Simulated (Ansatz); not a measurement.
Input and command of a calculation in Ansatz (plane waves; scalar-relativistic PAW potentials unless the input names others):

```yaml
crystal:
  lattice:
    - [1.9555409473, 1.1290320924, 3.1930017995]
    - [-1.9555409473, 1.1290320924, 3.1930017995]
    - [0.0, -2.2580641846, 3.1930017996]
  atoms:
    - { symbol: Cu, position: [0.0085319862, 0.0085319862, 0.0085319862], spin: 1.0 }
    - { symbol: Cl, position: [0.7584666838, 0.7584666838, 0.7584666838], spin: 3.0 }
basis:
  ecutwfc: 420
kpoints:
  mp_grid: { grid: [12, 12, 12] }
hamiltonian:
  xc: pbe
scf:
  occupations: { method: gaussian, width: 0.02 }
  mixing: { algorithm: msr1, beta: 0.5, ndim: 2 }
output:
  forces: true
  eigenvalues: true
  stress: true
magnetization:
  spin_polarized: true
```

```bash
ansatz run input.yaml --threads 1 --pin off --max-ram 2560MiB --backend cpu --events-out ev --progress --plain --runs-dir out
```

Abridged log:
```
Pseudopotentials: kind: paw
Pseudopotential: Cu, paw, valence charge 19, recommended cutoff 420 eV (normal)
Pseudopotential: Cl, paw, valence charge 7, recommended cutoff 420 eV (normal)
Functional definition: PBE
Crystal: 2 atoms, lattice volume = 42.298 Å³
Basis set: ecut = 420 eV, 869 PW (Γ), exchange–correlation on 54×54×54 points (8 copies of the dense FFT grid, shifted against one another)
Bands: 19, of which v1, the nominal top of the filled ones, is band 13 counted from 1 (12 counted from 0)
Symmetry: 6 space group operations
Space group: R3m (ITA 160), of the structure as read, at distance tolerance 3.5e-5 Å
Magnetic group: BNS 160.65 (UNI 1295), of the structure as read, at distance tolerance 3.5e-5 Å
k-points: 189 of 1728 (time reversal used)
Initial density: superposition of atomic densities (chi_scale 0.1, normalization cell, long waves kept (reshape's long-wave potential 0.00 eV rms))
Starting moments: Σ|m| = 4 μB on 2 of 2 sites
Initial wavefunctions: pseudopotential atomic-orbital guess
Functional: x = pbe(κ = 0.804, μ = 0.21951497), c = pbe(β = 0.06672455)
SCF iter   1: F=—  HF=-7704.307852 eV  |F-HF|=—  |Δ(HF+E_count)|=         —  Δρ=1.33e-1 (↑9.45e-2 ↓1.33e-1) dr2=3.49e0  dr2_m=4.29e0  M=0.000 μB ∫|m|=0.460 μB  β_m=0.50  ethr=3.10e-3  ⟨swp⟩=6.0  Hψ=35359  notcnv=0
spin=Collinear: Resta preconditioning applied to the charge; magnetization (m = ρ↑ − ρ↓) channel mixes plain (no charge-response kernel on spin).
SCF iter   2: F=—  HF=-7705.143050 eV  |F-HF|=—  |Δ(HF+E_count)|=   8.35e-1  Δρ=7.81e-2 (↑7.81e-2 ↓4.16e-2) dr2=6.79e-1  dr2_m=1.13e0  M=0.017 μB ∫|m|=0.294 μB  β_m=0.50  ethr=3.10e-3  ⟨swp⟩=3.0  Hψ=18249  notcnv=0  defer=585
spin=Collinear: Kerker preconditioning applied to the charge; magnetization (m = ρ↑ − ρ↓) channel mixes plain (no charge-response kernel on spin).
SCF iter   3: F=—  HF=-7705.309586 eV  |F-HF|=—  |Δ(HF+E_count)|=   1.67e-1  Δρ=3.88e-2 (↑2.53e-2 ↓3.88e-2) dr2=3.23e-1  dr2_m=3.38e-1  M=0.000 μB ∫|m|=0.178 μB  β_m=0.50  ethr=2.61e-3  ⟨swp⟩=2.0  Hψ=16814  notcnv=0  defer=575
SCF iter   4: F=—  HF=-7705.356567 eV  |F-HF|=—  |Δ(HF+E_count)|=   4.70e-2  Δρ=1.76e-2 (↑1.52e-2 ↓1.76e-2) dr2=4.79e-2  dr2_m=9.76e-2  M=0.000 μB ∫|m|=0.114 μB  β_m=0.50  ethr=1.24e-3  ⟨swp⟩=2.5  Hψ=12762  notcnv=0  defer=581
SCF iter   5: F=—  HF=-7705.390009 eV  |F-HF|=—  |Δ(HF+E_count)|=   3.34e-2  Δρ=9.26e-3 (↑9.26e-3 ↓8.50e-3) dr2=6.91e-3  dr2_m=2.92e-2  M=0.000 μB ∫|m|=0.074 μB  β_m=0.50  ethr=1.84e-4  ⟨swp⟩=2.1  Hψ=10204  notcnv=0  defer=582
SCF iter   6: F=—  HF=-7705.404745 eV  |F-HF|=—  |Δ(HF+E_count)|=   1.47e-2  Δρ=5.77e-3 (↑5.77e-3 ↓4.40e-3) dr2=2.95e-3  dr2_m=9.19e-3  M=0.000 μB ∫|m|=0.047 μB  β_m=0.50  ethr=2.66e-5  ⟨swp⟩=2.0  Hψ=13689  notcnv=0  defer=584
Mixer restart at iter 6: flushing history
spin-set hold released at iteration 6 (site moments contracting): the magnetisation degrees of freedom join the quasi-Newton model from the next iteration; the mixer history was flushed
SCF iter   7: F=—  HF=-7705.408719 eV  |F-HF|=—  |Δ(HF+E_count)|=   3.97e-3  Δρ=3.36e-3 (↑3.36e-3 ↓2.53e-3) dr2=1.42e-3  dr2_m=3.03e-3  M=0.000 μB ∫|m|=0.031 μB  β_m=0.75  ethr=1.14e-5  ⟨swp⟩=2.2  Hψ=8879  notcnv=0  defer=584
SCF iter   8: F=—  HF=-7705.411098 eV  |F-HF|=—  |Δ(HF+E_count)|=   2.38e-3  Δρ=3.01e-4 (↑3.01e-4 ↓2.51e-4) dr2=1.71e-4  dr2_m=8.84e-6  M=0.000 μB ∫|m|=0.003 μB  β_m=0.88  ethr=5.48e-6  ⟨swp⟩=2.0  Hψ=11660  notcnv=0  defer=584
   ...
SCF iter  13: F=—  HF=-7705.411338 eV  |F-HF|=—  |Δ(HF+E_count)|=   1.78e-5  Δρ=9.82e-5 (↑9.48e-5 ↓9.82e-5) dr2=1.24e-5  dr2_m=1.40e-9  M=0.000 μB ∫|m|=0.000 μB  β_m=0.61  ethr=7.06e-8  ⟨swp⟩=2.6  Hψ=9399  notcnv=0  defer=584
SCF iter  14: F=—  HF=-7705.411341 eV  |F-HF|=—  |Δ(HF+E_count)|=   3.38e-6  Δρ=1.31e-4 (↑1.31e-4 ↓1.29e-4) dr2=1.49e-5  dr2_m=6.28e-10  M=0.000 μB ∫|m|=0.000 μB  β_m=0.45  ethr=4.78e-8  ⟨swp⟩=2.0  Hψ=11512  notcnv=0  defer=584
SCF iter  15: F=—  HF=-7705.411337 eV  |F-HF|=—  |Δ(HF+E_count)|=   4.02e-6  Δρ=2.29e-5 (↑2.29e-5 ↓2.23e-5) dr2=1.57e-6  dr2_m=4.78e-10  M=0.000 μB ∫|m|=0.000 μB  β_m=0.73  ethr=4.78e-8  ⟨swp⟩=2.2  Hψ=8952  notcnv=0  defer=584
SCF iter  16: F=—  HF=-7705.411338 eV  |F-HF|=—  |Δ(HF+E_count)|=   1.50e-6  Δρ=1.55e-5 (↑1.55e-5 ↓1.54e-5) dr2=8.08e-7  dr2_m=1.10e-10  M=0.000 μB ∫|m|=0.000 μB  β_m=0.86  ethr=6.05e-9  ⟨swp⟩=2.0  Hψ=7026  notcnv=0  defer=584
SCF iter  17: F=—  HF=-7705.411340 eV  |F-HF|=—  |Δ(HF+E_count)|=   1.63e-6  Δρ=1.74e-5 (↑1.70e-5 ↓1.74e-5) dr2=2.61e-7  dr2_m=2.38e-11  M=0.000 μB ∫|m|=0.000 μB  β_m=0.58  ethr=3.11e-9  ⟨swp⟩=2.0  Hψ=9948  notcnv=0  defer=584
SCF iter  18: F=—  HF=-7705.411340 eV  |F-HF|=—  |Δ(HF+E_count)|=   6.93e-8  Δρ=1.48e-5 (↑1.48e-5 ↓1.47e-5) dr2=2.50e-7  dr2_m=1.17e-12  M=0.000 μB ∫|m|=0.000 μB  β_m=0.44  ethr=3.85e-10  ⟨swp⟩=9.8  Hψ=34913  notcnv=0
SCF iter  19: F=-7705.411340 eV  HF=-7705.411340 eV  |F-HF|=2.03e-8  |Δ(HF+E_count)|=   2.90e-8  Δρ=1.89e-6 (↑1.89e-6 ↓1.87e-6) dr2=1.25e-8  dr2_m=4.08e-12  M=0.000 μB ∫|m|=0.000 μB  β_m=0.72  ethr=3.85e-10  ⟨swp⟩=2.5  Hψ=23945  notcnv=0
SCF iter  20: F=-7705.411340 eV  HF=-7705.411340 eV  |F-HF|=5.45e-9  |Δ(HF+E_count)|=   1.44e-8  Δρ=1.81e-6 (↑1.81e-6 ↓1.74e-6) dr2=7.70e-9  dr2_m=1.08e-12  M=0.000 μB ∫|m|=0.000 μB  ethr=4.79e-11  ⟨swp⟩=1.8  Hψ=18849  notcnv=0
SCF 1 converged in 20 iterations: F = -7705.411340 eV  dr2 = 7.70e-9
WARN: the starting moments were not kept: the SCF closed with an absolute magnetisation of 7.0e-7 μB, where they sum to 4 μB in size (2 sites). That is at most 0.1 of that sum. Measured as dr2_m measures the in/out step, that magnetisation stands 1.8e-13 eV from none, at or under the dr2_threshold of 1.0e-7 eV: it is no larger than a step whose dr2_m would equal this threshold. The system may hold no moment; this SCF shows only that its start led to no more than that. To try another start: raise the starting moments (crystal.atoms[].spin, magnetization.per_species, magnetization.initial_magnet ...
SCF converged after 20 iterations
an eigenvalue changed by more than its tolerance at an iteration that met the thresholds in force, so the SCF went on 1 time: the last check found none over its tolerance
Magnetization: 0.0000 μB (13.0000 up, 13.0000 down)
Absolute magnetization: 0.0000 μB (∫|ρ↑−ρ↓|, with the PAW one-centre terms)
Spin contamination: 0.0000 ħ² per cell (⟨S²⟩ above its minimum at these occupations)
Per-site moments (μB) at R_I (Å): [(-9.72843175e-8, 0.98785433), (-1.28930232e-7, 0.98785433)]
Free energy (F): -7705.411340 eV
Harris-Foulkes:  -7705.411340 eV  (|F-HF|=5.45e-9)
Internal energy: -7705.411340 eV  (E = F + TS)
E sigma→0 (E₀):  -7705.411340 eV
Fermi energy:    6.744192 eV
--- Forces (eV/Å), atoms counted from 1 ---
  atom   1  Cu     0.00000000     0.00000000    -0.00027921
  atom   2  Cl     0.00000000     0.00000000     0.00027919
--- Stress (GPa, compression-positive) ---
       -2.452878       0.000000       0.000000
        0.000000      -2.452878       0.000000
        0.000000       0.000000      -2.451455
  P = ⅓ Tr σ = -2.4524 GPa (-24.524 kbar)
```

Apart from outputs, empty bands and the relaxation, which only the reference makes, the input differs from a reference run on usual settings in magnetization: not typed → {"spin_polarized": true} (ferro starting moments); scf.mixing.algorithm: not typed → "msr1"; scf.mixing.beta: not typed → 0.5; scf.mixing.ndim: not typed → 2. The reference, at the same geometry, ended its own course with pressure -2.45 GPa, largest force 0.000 eV/Å, gap on the mesh 0.43 eV. This run converged in 20 SCF iterations with an energy at zero smearing within 0.01 meV/atom of the reference's, pressure -2.45 GPa, largest force 0.000 eV/Å, gap on the mesh 0.43 eV.

The run took 68 s on 1 thread of Arm Neoverse V1, on a shared host, peak memory 0.53 GiB.